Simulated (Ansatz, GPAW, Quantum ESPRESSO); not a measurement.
# Simulated XPS, UPS and emission spectra of AlN, part 2 of 2

Wanted: projected DOS of AlN, weighted into photoemission and X-ray emission spectra, at several levels of theory.

Ansatz 0.2.0, Quantum ESPRESSO 7.5 and GPAW 26.7.0; DFT, PBE, plane-wave PAW, default files, scalar-relativistic (the session's first sound run).

So far. Step 2 (Self-consistent run, DOS and bands): At this lattice the functional leaves a pressure of 3.7 GPa, which widens the bands against the functional's own equilibrium. Step 3 (With PBEsol): At this level the gap is 4.13 eV on the path.

The database entry behind the starting cell differs from later determinations by our own check (inner coordinate u about 0.002 short), so it need not match the best structure at ambient conditions.

### 4. With LDA

This step: DFT, LDA, plane-wave PAW, default files, scalar-relativistic (Ansatz 0.2.0).

The run is repeated with LDA on the same cell, to see how much the levels hang on the functional.

input.yaml reads:

```yaml
crystal:
  lattice:
    - [3.113, 0.0, 0.0]
    - [-1.5565, 2.695937082, 0.0]
    - [0.0, 0.0, 4.981]
  atoms:
    - { symbol: Al, position: [0.6666666667, 0.3333333333, 0.5] }
    - { symbol: Al, position: [0.3333333333, 0.6666666667, 0.0] }
    - { symbol: "N", position: [0.6666666667, 0.3333333333, 0.88] }
    - { symbol: "N", position: [0.3333333333, 0.6666666667, 0.38] }
kpoints:
  mp_grid: { grid: [12, 12, 6] }
  band_path:
    path:
      - [[0.0, 0.0, 0.0], [0.5, 0.0, 0.0], [0.333333, 0.333333, 0.0], [0.0, 0.0, 0.0], [0.0, 0.0, 0.5], [0.5, 0.0, 0.5], [0.333333, 0.333333, 0.5], [0.0, 0.0, 0.5]]
      - [[0.5, 0.0, 0.5], [0.5, 0.0, 0.0]]
      - [[0.333333, 0.333333, 0.5], [0.333333, 0.333333, 0.0]]
    npoints: 10
scf:
  occupations: { method: fermi_dirac, width: 0.02 }
  n_extra_bands: 12
hamiltonian:
  xc: lda
  pseudopotentials: { kind: paw }
output:
  forces: true
  stress: true
  dos:
    projected: true
    de: 0.05
    e_range: [-36, 12]
    nscf_kmesh: { grid: [18, 18, 10] }
  fatbands: true
```

Command:

```bash
$ ansatz run input.yaml --threads 2 --pin off --max-ram 6144MiB --backend cpu --events-out ev --progress --plain --runs-dir out
```

It took 12 s on 2 threads of Arm Neoverse V1, shared host; peak memory 0.34 GiB; 24 s of CPU time.

Numbers from this step:

| Item | Value |
| --- | --- |
| free energy | -1779.6987 eV |
| Fermi energy | 8.948 eV |
| pressure | -4.651 GPa |
| gap on the k-mesh | 4.239 eV |
| share of occupied states in no projected shell | 0.0072 of the occupied states in the window |
| gap on the path | 4.239 eV |
| least direct gap on the path | 4.239 eV |

Electronic bands along the path, in eV, zero at the valence-band maximum; v1 is the highest filled band, c1 the lowest empty one:

```
    point     v4     v3     v2     v1    c1    c2
        Γ  -0.83  -0.18  -0.18   0.00  4.24  6.56
  halfway  -2.43  -1.55  -0.44  -0.38  6.16  7.50
        M  -3.35  -2.07  -1.79  -0.66  5.69  5.70
  halfway  -3.10  -3.00  -1.88  -1.50  5.40  7.02
        K  -3.78  -2.43  -2.39  -2.39  4.92  8.24
  halfway  -3.35  -1.68  -0.87  -0.59  6.80  7.34
        Γ  -0.83  -0.18  -0.18   0.00  4.24  6.56
  halfway  -0.74  -0.74  -0.28  -0.28  5.17  6.69
        A  -0.52  -0.52  -0.52  -0.52  6.42  6.42
  halfway  -1.59  -1.59  -1.01  -1.01  6.45  6.45
        L  -1.44  -1.44  -1.36  -1.36  5.22  5.22
  halfway  -2.74  -2.74  -0.92  -0.92  6.07  6.07
        H  -3.86  -3.86  -0.79  -0.79  7.31  7.31
  halfway  -1.82  -1.82  -1.21  -1.21  6.64  6.64
        A  -0.52  -0.52  -0.52  -0.52  6.42  6.42
jump to L  -1.44  -1.44  -1.36  -1.36  5.22  5.22
  halfway  -2.57  -1.90  -1.20  -0.91  4.98  5.78
        M  -3.35  -2.07  -1.79  -0.66  5.69  5.70
jump to H  -3.86  -3.86  -0.79  -0.79  7.31  7.31
  halfway  -4.45  -2.93  -1.48  -1.48  5.77  8.10
        K  -3.78  -2.43  -2.39  -2.39  4.92  8.24
```

Of the projections kept (Al s, Al p, N s, N p, not projected), the largest for each band there; the rest of the weight can lie on other orbitals:

```
point        v4        v3        v2        v1         c1         c2
    Γ  N p 0.90  N p 0.97  N p 0.97  N p 0.97   N s 0.50  Al s 0.37
    M  N p 0.73  N p 0.79  N p 0.76  N p 0.92  Al p 0.48  Al p 0.57
    K  N p 0.68  N p 0.83  N p 0.76  N p 0.76  Al p 0.64  Al p 0.48
    Γ  N p 0.90  N p 0.97  N p 0.97  N p 0.97   N s 0.50  Al s 0.37
    A  N p 0.94  N p 0.94  N p 0.94  N p 0.94   N s 0.35   N s 0.35
    L  N p 0.83  N p 0.83  N p 0.86  N p 0.86  Al p 0.60  Al p 0.60
```

This run's widths, added to any smearing of the DOS itself: Gaussian 0.2 eV, Lorentzian 0.2 eV. Intensity against binding energy, zero at the valence-band maximum; values in % of the maximum within 13 eV:

```
binding energy (eV)  21.2 eV  60 eV  1486.7 eV  5414.7 eV
                 -1     1.42   1.45      0.176      0.141
                  0     11.1   11.0      0.796      0.420
                  1     96.6   96.8       7.87       4.58
                  2     56.7   58.0       7.90       6.71
                  3     34.1   36.1       8.49       8.76
                  4     29.8   32.9       12.3       13.9
                  5     43.5   47.2       17.6       21.4
                  6     3.39   3.70       1.37       1.65
                  7    0.733  0.844      0.373      0.414
                  8    0.386  0.500      0.310      0.330
                  9    0.248  0.406      0.383      0.398
                 10    0.176  0.457      0.640      0.655
                 11    0.132  0.868       1.62       1.64
                 12        -   11.2       23.9       23.8
                 13        -   30.5       66.7       68.7
                 14        -   10.2       23.1       24.9
                 15        -   1.82       4.40       4.99
                 16        -  0.324      0.630      0.668
```

Spectra as before, but with a recipe of its own (widths, and in some runs the light), which changes peak heights and what is resolved: Gaussian 0.2 eV, Lorentzian 0.2 eV plus 0 times the binding energy, linear light, analyser at 30°, Fermi edge at 300 K; some photon energies differ too.

The two runs compared:

```csv
quantity,this run,base run,difference
gap on the path (eV),4.239,4.2128,0.0262
least direct gap on the path (eV),4.239,4.2128,0.0262
gap on the k-mesh (eV),4.2390,4.2128,0.0262
```

At this level the gap is 4.24 eV on the path.

### 5. Quantum ESPRESSO: self-consistent run

This step: DFT, PBE, plane waves, ultrasoft GBRV pseudopotentials, scalar-relativistic (Quantum ESPRESSO 7.5).

The main run's cell is run in Quantum ESPRESSO, with other potentials, to see which digits hang on the program.

scf.in reads:

```
&control
  calculation = 'scf'
  prefix = 'pes'
  outdir = './tmp'
  pseudo_dir = './pp'
  tprnfor = .true.
  tstress = .true.
/
&system
  ibrav = 0
  nat = 4
  ntyp = 2
  ecutwfc = 40.0
  ecutrho = 200.0
  occupations = 'smearing'
  nbnd = 20
  smearing = 'fd'
  degauss = 0.00147
/
&electrons
  conv_thr = 4e-09
  mixing_beta = 0.5
  electron_maxstep = 120
/
ATOMIC_SPECIES
Al 26.9815 al_pbe_v1.uspp.F.UPF
N 14.0070 n_pbe_v1.2.uspp.F.UPF
CELL_PARAMETERS angstrom
 3.113000000 0.000000000 0.000000000
 -1.556500000 2.695937082 0.000000000
 0.000000000 0.000000000 4.981000000
ATOMIC_POSITIONS crystal
Al 0.666666667 0.333333333 0.500000000
Al 0.333333333 0.666666667 0.000000000
N 0.666666667 0.333333333 0.880000000
N 0.333333333 0.666666667 0.380000000
K_POINTS automatic
12 12 6 0 0 0
```

Command:

```bash
$ OMP_NUM_THREADS=1 mpirun -n 2 pw.x -nk 2 -in scf.in > scf.out
```

Wall time 12 s (2 MPI ranks); 25 s of CPU time.

This step gave:

* free energy: -736.0758 eV
* Fermi energy: 10.22 eV
* pressure: 4.226 GPa
* gap on the k-mesh: 4.202 eV

At this level the gap is 4.20 eV on the k-mesh of the self-consistent run, which can miss the band edges.

### 6. Quantum ESPRESSO: denser mesh

The levels for the density of states are solved on the fixed potential, without another SCF cycle.

nscf.in, as its differences from scf.in of step 5:

```diff
@@ -1,3 +1,3 @@
 &control
-  calculation = 'scf'
+  calculation = 'nscf'
   prefix = 'pes'
@@ -5,4 +5,3 @@
   pseudo_dir = './pp'
-  tprnfor = .true.
-  tstress = .true.
+  verbosity = 'high'
 /
@@ -23,2 +22,3 @@
   electron_maxstep = 120
+  diago_full_acc = .true.
 /
@@ -37,2 +37,2 @@
 K_POINTS automatic
-12 12 6 0 0 0
+18 18 8 0 0 0
```

Command:

```bash
$ OMP_NUM_THREADS=1 mpirun -n 2 pw.x -nk 2 -in nscf.in > nscf.out
```

Elapsed: 21 s, on 2 MPI ranks; 42 s of CPU time.

Numbers from this step:

| Item | Value |
| --- | --- |
| Fermi energy | 9.976 eV |

### 7. Projected DOS and spectra

projwfc.x splits the states by atom and shell, which the spectra need, since each shell has its own cross section.

projwfc.in reads:

```
&projwfc
  prefix = 'pes'
  outdir = './tmp'
  filpdos = 'pes'
  ngauss = 0
  degauss = 0.00735
  DeltaE = 0.05
  Emin = -26.02
  Emax = 21.98
/
```

Command:

```bash
$ OMP_NUM_THREADS=1 mpirun -n 2 projwfc.x -nk 2 -in projwfc.in > projwfc.out
```

It took 1.5 s on 2 MPI ranks.

Numbers from this step:

* gap from the DOS mesh: 4.202 eV
* share of occupied states in no projected shell: 0.0071 of the occupied states in the window

The DOS has structure finer than the step of the table below, so its rows give means over 1 eV, whole bins alone (the curve runs from -15.5 to 14.8 eV). Peaks (eV: height): total -12.6: 3.81, -0.9: 4.61, 11.6: 3.59, 12.3: 3.61; N 2p -4.8: 1.91, -1.5: 2.8, -0.9: 4.08, 11.6: 0.497; Al 3p 5.9: 1.13, 6.2: 1.27, 11.7: 1.25, 12.4: 1.38; N 2s -12.6: 2.78, 6.2: 0.404; Al 3s 9.8: 0.592, 11.2: 1.02, 11.6: 1.15, 12.3: 0.709.

The DOS by E, zero at the valence-band maximum; means over each step; values in states/eV/cell:

| E (eV) | total | N 2p | Al 3p | N 2s | Al 3s |
| --- | --- | --- | --- | --- | --- |
| -14 | 0.904 | 0.0102 | 0.266 | 0.494 | 0.131 |
| -13 | 2.56 | 0.0136 | 0.662 | 1.74 | 0.139 |
| -12 | 0.283 | 3.7e-4 | 0.0698 | 0.210 | 0.00236 |
| -11 | 0 | 0 | 0 | 0 | 0 |
| -10 | 0 | 0 | 0 | 0 | 0 |
| -9 | 0 | 0 | 0 | 0 | 0 |
| -8 | 0 | 0 | 0 | 0 | 0 |
| -7 | 0 | 0 | 0 | 0 | 0 |
| -6 | 0.245 | 0.150 | 0.0506 | 0.00323 | 0.0405 |
| -5 | 2.11 | 1.34 | 0.375 | 0.0690 | 0.318 |
| -4 | 1.42 | 0.947 | 0.211 | 0.0877 | 0.168 |
| -3 | 1.65 | 1.19 | 0.272 | 0.0528 | 0.118 |
| -2 | 2.49 | 1.98 | 0.371 | 0.0326 | 0.0830 |
| -1 | 3.55 | 3.11 | 0.338 | 0.0160 | 0.0401 |
| 0 | 0.535 | 0.504 | 0.0184 | 6.0e-4 | 0.00125 |
| 1 | 0 | 0 | 0 | 0 | 0 |
| 2 | 0 | 0 | 0 | 0 | 0 |
| 3 | 0 | 0 | 0 | 0 | 0 |
| 4 | 0.00585 | 2.1e-4 | 2.7e-4 | 0.00264 | 0.00260 |
| 5 | 0.369 | 0.0302 | 0.183 | 0.0715 | 0.0350 |
| 6 | 1.82 | 0.223 | 0.946 | 0.296 | 0.104 |
| 7 | 1.37 | 0.220 | 0.676 | 0.201 | 0.0844 |
| 8 | 0.846 | 0.141 | 0.324 | 0.0951 | 0.149 |
| 9 | 1.98 | 0.271 | 0.789 | 0.129 | 0.367 |
| 10 | 1.60 | 0.273 | 0.547 | 0.0389 | 0.358 |
| 11 | 2.11 | 0.256 | 0.706 | 0.0432 | 0.630 |
| 12 | 3.05 | 0.404 | 1.17 | 0.0433 | 0.727 |
| 13 | 1.53 | 0.134 | 0.631 | 0.0108 | 0.119 |
| 14 | 1.12 | 0.0845 | 0.506 | 0.0132 | 0.0352 |

Maxima picked by a test of local sharpness, so broad peaks and shoulders can be missing; peaks within 0.45 eV of a curve's cut are left out. Valence peaks, by row:

```
photon energy (eV)  binding energy (eV)  height (% of the maximum within 13 eV)  main shell  its share (%)
              21.2                4.861                                   36.81        N 2p          98.27
              21.2               0.9115                                     100        N 2p          99.76
              40.8                12.86                                   13.78        N 2s          89.56
              40.8                4.861                                   38.55        N 2p          92.99
              40.8               0.9115                                     100        N 2p          98.87
              1487                12.86                                     100        N 2s           93.1
              1487                4.811                                   29.31       Al 3s          54.05
              1487                2.161                                   16.78        N 2p          34.71
              1487                1.011                                   17.87        N 2p          62.12
              8048                12.91                                     100        N 2s          90.78
              8048                4.861                                   35.83       Al 3s          76.51
              9252                12.91                                     100        N 2s          90.56
              9252                4.861                                   36.61       Al 3s          77.46
```

Spectra as before, but with a recipe of its own (widths, and in some runs the light), which changes peak heights and what is resolved: Gaussian 0.3 eV, Lorentzian 0.05 eV plus 0.08 times the binding energy, unpolarised light, analyser at 90°, Fermi edge at 300 K; some photon energies differ too.

### 8. Quantum ESPRESSO: bands

The bands are solved at chosen points on the fixed potential.

bands.in, as its differences from nscf.in of step 6:

```diff
@@ -1,3 +1,3 @@
 &control
-  calculation = 'nscf'
+  calculation = 'bands'
   prefix = 'pes'
@@ -36,3 +36,12 @@
 N 0.333333333 0.666666667 0.380000000
-K_POINTS automatic
-18 18 8 0 0 0
+K_POINTS crystal
+93
+ 0.00000000 0.00000000 0.00000000 1
+ 0.05000000 0.00000000 0.00000000 1
+ 0.10000000 0.00000000 0.00000000 1
+ 0.15000000 0.00000000 0.00000000 1
+ 0.20000000 0.00000000 0.00000000 1
+ 0.25000000 0.00000000 0.00000000 1
+ ! [... 85 more points ...]
+ 0.33333300 0.33333300 0.05000000 1
+ 0.33333300 0.33333300 0.00000000 1
```

Command:

```bash
$ OMP_NUM_THREADS=1 mpirun -n 2 pw.x -nk 2 -in bands.in > bands.out
```

The job ended after 11 s (2 MPI ranks; 22 s of CPU time).

This step gave:

```
gap on the path              : 4.202 eV
least direct gap on the path : 4.202 eV
valence top on path          : -1.00e-4 eV
```

The electronic bands at the labelled points (eV, zero at the valence-band maximum; v1 is the highest filled band, c1 the lowest empty one):

```
    point     v4     v3     v2     v1    c1    c2
        Γ  -0.85  -0.18  -0.18   0.00  4.20  6.61
  halfway  -2.44  -1.57  -0.45  -0.39  6.18  7.59
        M  -3.37  -2.10  -1.80  -0.68  5.80  5.82
  halfway  -3.12  -3.02  -1.89  -1.52  5.52  7.13
        K  -3.80  -2.44  -2.41  -2.41  5.05  8.37
  halfway  -3.37  -1.70  -0.88  -0.60  6.83  7.46
        Γ  -0.85  -0.18  -0.18   0.00  4.20  6.61
  halfway  -0.75  -0.75  -0.28  -0.28  5.15  6.73
        A  -0.52  -0.52  -0.52  -0.52  6.44  6.44
  halfway  -1.60  -1.60  -1.03  -1.03  6.52  6.52
        L  -1.47  -1.47  -1.37  -1.37  5.31  5.31
  halfway  -2.75  -2.75  -0.94  -0.94  6.16  6.16
        H  -3.87  -3.87  -0.81  -0.81  7.43  7.43
  halfway  -1.83  -1.83  -1.22  -1.22  6.72  6.72
        A  -0.52  -0.52  -0.52  -0.52  6.44  6.44
jump to L  -1.47  -1.47  -1.37  -1.37  5.31  5.31
  halfway  -2.58  -1.93  -1.21  -0.93  5.07  5.89
        M  -3.37  -2.10  -1.80  -0.68  5.80  5.82
jump to H  -3.87  -3.87  -0.81  -0.81  7.43  7.43
  halfway  -4.46  -2.94  -1.50  -1.50  5.89  8.23
        K  -3.80  -2.44  -2.41  -2.41  5.05  8.37
```

At this level the gap is 4.20 eV on the path.

The path shows a direct gap of 4.20 eV (valence top at Γ, conduction bottom at Γ).

### 9. GPAW, plane waves

This step: DFT, PBE, PAW datasets of GPAW, plane waves, scalar-relativistic (GPAW 26.7.0).

GPAW, with its own PAW datasets and plane waves, is a further check on the main run's cell.

run.py reads:

```python
import json
import numpy as np
from ase import Atoms
from ase.parallel import paropen
from gpaw import GPAW, PW, FermiDirac, Mixer, MixerDif, setup_paths

atoms = Atoms(['Al', 'Al', 'N', 'N'],
              cell=[[3.113, 0.0, 0.0], [-1.5565, 2.695937, 0.0], [0.0, 0.0, 4.981]],
              scaled_positions=[[0.666667, 0.333333, 0.5], [0.333333, 0.666667, 0.0], [0.666667, 0.333333, 0.88], [0.333333, 0.666667, 0.38]],
              pbc=(True, True, True))
params = dict(mode=PW(500),
              xc='PBE',
              kpts={'size': (12, 12, 6), 'gamma': True},
              occupations=FermiDirac(0.02),
              nbands=-12,
              maxiter=200,
              txt='gs.txt')
atoms.calc = calc = GPAW(**params)
atoms.get_potential_energy()
ef = calc.get_fermi_level()
nk, ns = len(calc.get_ibz_k_points()), calc.get_number_of_spins()
out = dict(free=atoms.get_potential_energy(force_consistent=True), ef=ef, nel=calc.get_number_of_electrons(), cell=atoms.cell[:], frac=atoms.get_scaled_positions(wrap=False),
           eig=[[calc.get_eigenvalues(k, s) for k in range(nk)] for s in range(ns)], forces=atoms.get_forces(apply_constraint=False))
dense = calc.fixed_density(kpts={'size': (12, 12, 8), 'gamma': True}, txt='dos.txt')
out['eig_dense'] = [[dense.get_eigenvalues(k, s) for k in range(len(dense.get_ibz_k_points()))] for s in range(ns)]
dos = dense.dos(shift_fermi_level=False)
e = ef + np.arange(-36, 12, 0.05)
out['e'], out['dos'] = e - ef, dos.raw_dos(e, width=0.1)
kpts = [[0.0, 0.0, 0.0], [0.05, 0.0, 0.0], [0.1, 0.0, 0.0], [0.15, 0.0, 0.0], ..., [0.333333, 0.333333, 0.0]]  # list cut here
bands = calc.fixed_density(kpts=kpts, symmetry='off', txt='bands.txt', convergence={'bands': -3})
out['band_e'] = [[bands.get_eigenvalues(k, s) for k in range(len(kpts))] for s in range(ns)]
with paropen('out.json', 'w') as f:
    json.dump(out, f, default=lambda a: a.tolist())
```

Command:

```bash
$ OMP_NUM_THREADS=1 mpirun -n 2 gpaw python run.py > run.log
```

Elapsed: 3 min, on 2 MPI ranks.

This step gave:

```
free energy                  : -28.52 eV
Fermi energy                 : 6.510 eV
gap on the path              : 4.135 eV
least direct gap on the path : 4.135 eV
valence top on path          : 0 eV
gap from the DOS mesh        : 4.135 eV
```

The electronic bands at the labelled points (eV, zero at the valence-band maximum; v1 is the highest filled band, c1 the lowest empty one):

```csv
point,v4,v3,v2,v1,c1,c2
Γ,-0.86,-0.18,-0.18,0.00,4.13,6.62
halfway,-2.45,-1.55,-0.43,-0.39,6.17,7.58
M,-3.35,-2.06,-1.78,-0.67,5.79,5.80
halfway,-3.09,-2.98,-1.87,-1.51,5.50,7.14
K,-3.77,-2.42,-2.38,-2.38,5.03,8.39
halfway,-3.36,-1.68,-0.87,-0.59,6.83,7.46
Γ,-0.86,-0.18,-0.18,0.00,4.13,6.62
halfway,-0.74,-0.74,-0.28,-0.28,5.11,6.74
A,-0.50,-0.50,-0.50,-0.50,6.43,6.43
halfway,-1.59,-1.59,-1.01,-1.01,6.51,6.51
L,-1.43,-1.43,-1.35,-1.35,5.29,5.29
halfway,-2.74,-2.74,-0.93,-0.93,6.15,6.15
H,-3.84,-3.84,-0.79,-0.79,7.44,7.44
halfway,-1.82,-1.81,-1.20,-1.20,6.71,6.71
A,-0.50,-0.50,-0.50,-0.50,6.43,6.43
jump to L,-1.43,-1.43,-1.35,-1.35,5.29,5.29
halfway,-2.56,-1.90,-1.20,-0.91,5.04,5.88
M,-3.35,-2.06,-1.78,-0.67,5.79,5.80
jump to H,-3.84,-3.84,-0.79,-0.79,7.44,7.44
halfway,-4.42,-2.92,-1.47,-1.47,5.88,8.24
K,-3.77,-2.42,-2.38,-2.38,5.03,8.39
```

The DOS has structure finer than the step of the table below, so its rows give means over 0.5 eV, whole bins alone (the curve runs from -16.4 to 8 eV). Peaks (eV: height): -12.70: 3.96, -4.80: 3.21, -2.80: 1.92, -2.30: 3.02, -0.80: 4.84, 6.30: 2.38.

Table of DOS by E, zero at the valence-band maximum; means over each step:

```csv
E (eV),DOS (states/eV/cell)
-16.0,0
-15.5,0.0117
-15.0,0.289
-14.5,0.603
-14.0,0.971
-13.5,1.69
-13.0,2.88
-12.5,1.56
-12.0,0
-11.5,0
-11.0,0
-10.5,0
-10.0,0
-9.5,0
-9.0,0
-8.5,0
-8.0,0
-7.5,0
-7.0,0
-6.5,0
-6.0,0.0631
-5.5,1.06
-5.0,2.49
-4.5,1.87
-4.0,1.45
-3.5,1.38
-3.0,1.62
-2.5,1.87
-2.0,2.36
-1.5,3.13
-1.0,4.06
-0.5,2.36
0.0,0.285
0.5,0
1.0,0
1.5,0
2.0,0
2.5,0
3.0,0
3.5,0
4.0,0.00305
4.5,0.0386
5.0,0.282
5.5,1.17
6.0,1.90
6.5,1.91
7.0,1.34
7.5,0.862
```

### 10. One cell, several programs

Same cell, functional and SCF mesh; potentials, basis and cutoffs are each program's own. Levels count from each run's own zero.

```csv
quantity,Ansatz,QE,GPAW
gap on the path (eV),4.21,4.20,4.14
```

### 11. GPAW with atomic orbitals

This step: DFT, PBE, PAW datasets of GPAW, numerical atomic orbitals (LCAO), scalar-relativistic (GPAW 26.7.0).

An atomic-orbital basis pays off in large cells; this run shows what it costs in accuracy.

Changes to run.py since step 9:

```diff
@@ -10,3 +10,3 @@
               pbc=(True, True, True))
-params = dict(mode=PW(500),
+params = dict(mode='lcao',
               xc='PBE',
@@ -16,3 +16,5 @@
               maxiter=200,
-              txt='gs.txt')
+              txt='gs.txt',
+              basis='dzp',
+              h=0.2)
 atoms.calc = calc = GPAW(**params)
@@ -29,3 +31,3 @@
 kpts = [[0.0, 0.0, 0.0], [0.05, 0.0, 0.0], [0.1, 0.0, 0.0], [0.15, 0.0, 0.0], ..., [0.333333, 0.333333, 0.0]]  # list cut here
-bands = calc.fixed_density(kpts=kpts, symmetry='off', txt='bands.txt', convergence={'bands': -3})
+bands = calc.fixed_density(kpts=kpts, symmetry='off', txt='bands.txt')
 out['band_e'] = [[bands.get_eigenvalues(k, s) for k in range(len(kpts))] for s in range(ns)]
```

Run time: 15 min. Hardware: 2 MPI ranks.

The run was cut off at its time limit.

### 12. Summary of results

| Property | Result |
| --- | --- |
| least gap on the mesh and the path | 4.21 eV |
| strongest listed peak within 13 eV of the zero, at 1486.7 eV | 12.6 eV binding, mostly N 2s |
| strongest listed peak within 13 eV of the zero, at 21.2 eV | 0.9 eV binding, mostly N 2p |
| PBE (12 s on 2 threads) | gap 4.21 eV, highest Al Kα peak within 13 eV at 12.6 eV (N 2s) |
| PBEsol (12 s on 2 threads) | gap 4.13 eV, highest Al Kα peak within 13 eV at 12.8 eV (N 2s) |
| LDA (12 s on 2 threads) | gap 4.24 eV, highest Al Kα peak within 13 eV at 12.4 eV (N 2s) |
| qe | gap 4.20 eV, highest Al Kα peak within 13 eV at 12.9 eV (N 2s) |

**Reading.** AlN is an insulator or semiconductor at the base level (gap 4.21 eV), and its valence spectrum changes with photon energy as the shells' cross sections do. At 21.2 eV the valence spectrum has its highest listed peaks within 10.8 eV at 0.9 eV (N 2p), 4.1 eV (N 2p) and 4.8 eV (N 2p). At 1486.7 eV the valence spectrum has its highest listed peak within 13 eV at 12.6 eV (N 2s). The shell named is the one with most of the intensity, cross sections included, not always the one with most states there. In the main run, from 1486.7 eV towards hard X-rays the Al 3s share grows by 13 points, as its cross section falls more slowly with photon energy than those of the shells it gains on. With PBEsol, the gap on the path moves from 4.21 to 4.13 eV. With LDA, the gap on the path moves from 4.21 to 4.24 eV. The plane-wave programs agree on the gap on the path to 0.08 eV. At 21.2 eV the area is led by N 2p (99 %), at 9251.7 eV by N 2s (68 %), a shell that the model's window at 21.2 eV leaves out. Kohn–Sham levels aren't quasiparticle energies, so peak positions are approximate. Each run has its own recipe for the spectra (widths, photon energies, in some runs the light), so peak heights and places can differ between runs for that reason too. Semilocal Kohn–Sham gaps are too small as a rule.

[Logs are printed without paths, hosts, clocks, repeated set-up lines and the standing remarks that a program may print on its own settings, such as how far it seeks lower states.]

[Hosts, paths, dates, database ids (printed as entryN), source tags and the programs' standing remarks are cut or masked in the printed files.]

[Maps of the electrostatic potential energy from Ansatz leave out the sawtooth potential of an applied field or a dipole correction, so their vacuum need not be flat; work functions include it.]

[Peak lists hold at most the 14 tallest peaks of each spectrum; further lines can be left out.]
